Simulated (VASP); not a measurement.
# BAs (Pm-3m) in VASP: further runs

Runs on BAs. Level: PBE. Tasks: relaxation of cell and atoms.

Everything below comes from runs of VASP 6.6.1. Logs are shortened: lines on timing, memory, paths and dates and some standing lists are left out, and cuts for length are marked.

## (1) Starting point

Symmetry: Pm-3m, No. 221, cubic system. Conventional cell: a = 2.934 Å, b = 2.934 Å, c = 2.934 Å, α = 90.00°, β = 90.00°, γ = 90.00°. B (site symmetry m-3m) is surrounded by 8 As at 2.54 Å. As (site symmetry m-3m) is surrounded by 8 B at 2.54 Å.

The cell was built by a generator and needn't be a form met in nature.

## (2) Relaxation of cell and atoms, PBE, target pressure 5 GPa, at which the enthalpy is minimised

File INCAR:

```
PREC = Accurate
ENCUT = 600
EDIFF = 1E-6
ISMEAR = -1
SIGMA = 0.05
LREAL = F
LASPH = T
NELM = 60
ALGO = Fast
ISIF = 3
LWAVE = F
LCHARG = F
GGA = PE
IBRION = 2
NSW = 40
EDIFFG = -0.01
PSTRESS = 50
```

File KPOINTS:

```
regular mesh
0
Gamma
  9 9 9
```

File POSCAR:

```
BAs
1.0
    2.9343700000      0.0000000000      0.0000000000
    0.0000000000      2.9343700000      0.0000000000
    0.0000000000      0.0000000000      2.9343700000
B As
1 1
Direct
    0.5000000000      0.5000000000      0.5000000000
    0.0000000000      0.0000000000      0.0000000000
```

Potentials or basis: VASP PAW PBE potentials, release 64 (B, As).

Run with:

```
> cat potpaw_PBE.64/B/POTCAR potpaw_PBE.64/As/POTCAR > POTCAR
> mpirun -np 1 vasp_std > vasp.out
```

OUTCAR:

```text
PREC = Accurate
   ENCUT = 600
   EDIFF = 1E-6
   ISMEAR = -1
   LREAL = F
   LASPH = T
   NELM = 60
   ISIF = 3
   GGA = PE
   IBRION = 2
   NSW = 40
   EDIFFG = -0.01
   PSTRESS = 50

 ion  position               nearest neighbor table
   1  0.500  0.500  0.500-   2 2.54   2 2.54   2 2.54   2 2.54   2 2.54   2 2.54   2 2.54   2 2.54

   2  0.000  0.000  0.000-   1 2.54   1 2.54   1 2.54   1 2.54   1 2.54   1 2.54   1 2.54   1 2.54

  LATTYP: Found a simple cubic cell.
 ALAT       =     2.9343700000

  Lattice vectors:

 A1 = (   2.9343700000,   0.0000000000,   0.0000000000)
 A2 = (   0.0000000000,   2.9343700000,   0.0000000000)
 A3 = (   0.0000000000,   0.0000000000,   2.9343700000)

Analysis of symmetry for initial positions (statically):
=====================================================================
 Subroutine PRICEL returns:
 Original cell was already a primitive cell.

 Routine SETGRP: Setting up the symmetry group for a
 simple cubic supercell.

 Subroutine GETGRP returns: Found 48 space group operations
 (whereof 48 operations were pure point group operations)
 out of a pool of 48 trial point group operations.

The static configuration has the point symmetry O_h .

Analysis of symmetry for dynamics (positions and initial velocities):
=====================================================================
 Subroutine PRICEL returns:
 Original cell was already a primitive cell.

 Routine SETGRP: Setting up the symmetry group for a
 simple cubic supercell.

 Subroutine GETGRP returns: Found 48 space group operations
 (whereof 48 operations were pure point group operations)
 out of a pool of 48 trial point group operations.

The dynamic configuration has the point symmetry O_h .

 Subroutine INISYM returns: Found 48 space group operations
 (whereof 48 operations are pure point group operations),
 and found     1 'primitive' translations

----------------------------------------------------------------------------------------

                                     Primitive cell

  volume of cell :      25.2665

  direct lattice vectors                    reciprocal lattice vectors
[... 92 lines left out ...]
   NFREE  =      1    steps in history (QN), initial steepest desc. (CG)
   ISIF   =      3    stress and relaxation
   ISYM   =      2    0-nonsym 1-usesym 2-fastsym
   POTIM  = 0.5000    time-step for ionic-motion
   TEBEG  =    0.0;   TEEND  =   0.0 temperature during run
   PSTRESS=   50.0 pullay stress
   NELECT =       8.0000    total number of electrons
   NUPDOWN=      -1.0000    fix difference up-down
   EMIN   =  10.00;   EMAX   =-10.00  energy-range for DOS
   EFERMI =   0.00;   METHOD = LEGACY
   ISMEAR =    -1;   SIGMA  =   0.05  broadening in eV -4-tet -1-fermi 0-gaus
   EFERMI_NEDOS =   21; number of points for ismear=-14 and -15
   IALGO  =     68    algorithm
   IMIX   =      4    mixing-type and parameters
     AMIX     =   0.40;   BMIX     =  1.00
     AMIX_MAG =   1.60;   BMIX_MAG =  1.00
  volume/ion in A,a.u.               =      12.63        85.25
  Fermi-wavevector in a.u.,A,eV,Ry     =   1.115809  2.108574 16.939665  1.245030
  Thomas-Fermi vector in A             =   2.252417
   LORBIT       =      0    0 simple, 1 ext, 2 COOP (PROOUT), +10 PAW based schemes
   GGA     = PE    functional components
   LHFCALC =     F    Hartree Fock is set to
   AEXX    =    0.0000 exact exchange contribution
   IVDW    =     0    specifies the selected vdW correction
   LEPSILON=     F    determine dielectric tensor
   LRPA    =     F    only Hartree local field effects (RPA)
 conjugate gradient relaxation of ions
 non-spin polarized calculation
 RMM-DIIS sequential band-by-band and
  energy-cutoff  :      600.00
  volume of cell :       25.27
 maximum number of plane-waves:       861
 NGX is ok and might be reduce to    24
   NGX = 11   NGY = 11   NGZ = 11

--------------------------------------- Ionic step        1  -------------------------------------------

 number of electron       8.0000000 magnetization

 Free energy of the ion-electron system (eV)
  ---------------------------------------------------
  ext. energy  EPLUGINS =         0.00000000
  ---------------------------------------------------
  free energy    TOTEN  =        -8.34836586 eV

  energy without entropy =       -8.33830517  energy(sigma->0) =       -8.34333552

------------------------ aborting loop because EDIFF is reached ----------------------------------------

  FORCE on cell =-STRESS in cart. coord.  units (eV):
  Direction    XX          YY          ZZ          XY          YZ          ZX
  --------------------------------------------------------------------------------------
  -------------------------------------------------------------------------------------
  Total        0.0784378      0.0784378      0.0784378      0.0000000     -0.0000000      0.0000000
  in kB        4.9738328      4.9738328      4.9738328      0.0000000     -0.0000000      0.0000000
  external PRESSURE =     -45.0261672 kB  Pullay stress =      50.0000000 kB
[... 63 lines left out ...]
--------------------------------------- Ionic step        3  -------------------------------------------

 number of electron       8.0000001 magnetization

 Free energy of the ion-electron system (eV)
  ---------------------------------------------------
  ext. energy  EPLUGINS =         0.00000000
  ---------------------------------------------------
  free energy    TOTEN  =        -8.33192121 eV

  energy without entropy =       -8.32271654  energy(sigma->0) =       -8.32731888

 E-fermi :   7.5264     XC(G=0): -11.6118

 val. band max:        7.4507370986   @ k =   0.4444   0.4444   0.3333
 cond. band min:       7.5673450215   @ k =   0.2222   0.0000   0.0000
 fundamental gap:      0.1166079230
 Fermi energy:         7.5263968412

 k-point     1 :       0.0000    0.0000    0.0000
  band No.  band energies     occupation
      1      -8.5100      2.00000
      2       6.7421      2.00000
      3       6.7421      2.00000
      4       6.7421      2.00000
      5       7.7532      0.02121
      6      13.2424      0.00000
      7      13.2424      0.00000
      8      17.3809      0.00000
[... 243 lines left out ...]
 k-point    24 :       0.4444    0.3333    0.1111
  band No.  band energies     occupation
      1      -3.6863      2.00000
      2      -0.4283      2.00000
      3       2.7110      2.00000
      4       5.0073      2.00000
      5       9.6300      0.00000
      6      11.0618      0.00000
      7      14.1613      0.00000
      8      14.6941      0.00000

 [... further k-points ...]
[... 5 lines left out ...]
  --------------------------------------------------------------------------------------
  -------------------------------------------------------------------------------------
  Total        0.7585186      0.7585186      0.7585186     -0.0000000     -0.0000000      0.0000000
  in kB       50.0725377     50.0725377     50.0725377     -0.0000000     -0.0000000      0.0000000
  external PRESSURE =       0.0725377 kB  Pullay stress =      50.0000000 kB
[... 21 lines left out ...]
  energy  without entropy=       -8.3227165428  energy(sigma->0) =       -8.32731888

  enthalpy is  TOTEN    =        -7.5745014396 eV   P V=        0.7574197694

 reached required accuracy - stopping structural energy minimisation
```

Run time: 6.2 s. Hardware: 1 thread of Intel Xeon 6975P-C (Granite Rapids), shared host; peak memory 0.14 GiB.

Results:

```
Free energy                                            : -8.3319 eV
Relaxed volume                                         : 12.14 Å³/atom
Relaxed cell                                           : a = 2.895 Å, b = 2.895 Å, c = 2.895 Å, α = 90.00°, β = 90.00°, γ = 90.00°
Space group after relaxing (to 0.05 Å)                 : Pm-3m (No. 221)
Energy change on relaxing (the enthalpy is what falls) : +8.2 meV/atom
Ionic steps                                            : 3
Pressure after relaxing                                : 5.0 GPa
Band gap on the k mesh                                 : none (metal or under the smearing width)
```

Step by step:
```
step  energy change (eV)  largest force (eV/Å)  pressure (GPa)  volume (Å³)
   1              0.0000                0.0000            0.50        25.27
   2              0.0265                0.0000            6.52        23.99
   3              0.0164                0.0000            5.01        24.27
```

Final structure:
```
B As
1.0
     2.89529    0.00000    0.00000
     0.00000    2.89529    0.00000
     0.00000    0.00000    2.89529
B As
1 1
Direct
  0.50000 0.50000 0.50000
  0.00000 0.00000 0.00000
```

Levels at points of the mesh, in eV from the Fermi level:
```csv
k point,band 1,band 2,band 3,band 4,band 5,band 6,band 7,band 8
"(0.00, 0.00, 0.00)",-16.04,-0.78,-0.78,-0.78,0.23,5.72,5.72,9.85
```

Caveat: the cell is relaxed towards a set pressure, so the enthalpy falls and the energy may rise.

## (3) Relaxation of cell and atoms, PBE, target pressure 10 GPa, at which the enthalpy is minimised

Changes to INCAR since step 2:

```diff
@@ -16,2 +16,2 @@
 EDIFFG = -0.01
-PSTRESS = 50
+PSTRESS = 100
```

KPOINTS is that of step 2.

POSCAR is that of step 2.

Potentials or basis: VASP PAW PBE potentials, release 64 (B, As).

Run with:

```
> cat potpaw_PBE.64/B/POTCAR potpaw_PBE.64/As/POTCAR > POTCAR
> mpirun -np 1 vasp_std > vasp.out
```

Wall time 6.3 s (1 thread of Intel Xeon 6975P-C (Granite Rapids), shared host); peak memory 0.15 GiB.

The run converged. Its results:

* Free energy: -8.2910 eV
* Relaxed volume: 11.70 Å³/atom
* Relaxed cell: a = 2.860 Å, b = 2.860 Å, c = 2.860 Å, α = 90.00°, β = 90.00°, γ = 90.00°
* Space group after relaxing (to 0.05 Å): Pm-3m (No. 221)
* Energy change on relaxing (the enthalpy is what falls): +28.7 meV/atom
* Ionic steps: 3
* Pressure after relaxing: 10.1 GPa
* Band gap on the k mesh: none (metal or under the smearing width)

The path:
```csv
step,energy change (eV),largest force (eV/Å),pressure (GPa),volume (Å³)
1,0.0000,0.0000,0.50,25.27
2,0.1175,0.0000,15.22,22.62
3,0.0573,0.0000,10.05,23.39
```

Final structure:
```
CELL_PARAMETERS angstrom
2.85990 0.00000 0.00000
0.00000 2.85990 0.00000
0.00000 0.00000 2.85990
ATOMIC_POSITIONS crystal
B 0.50000 0.50000 0.50000
As 0.00000 0.00000 0.00000
```

Levels at points of the mesh, in eV from the Fermi level:
```
           k point  band 2  band 3  band 4  band 5  band 6  band 7
(0.00, 0.00, 0.00)   -0.84   -0.84   -0.84    0.56    5.67    5.67
```

Caveat: the cell is relaxed towards a set pressure, so the enthalpy falls and the energy may rise.

(Continued in part 2 of 2.)
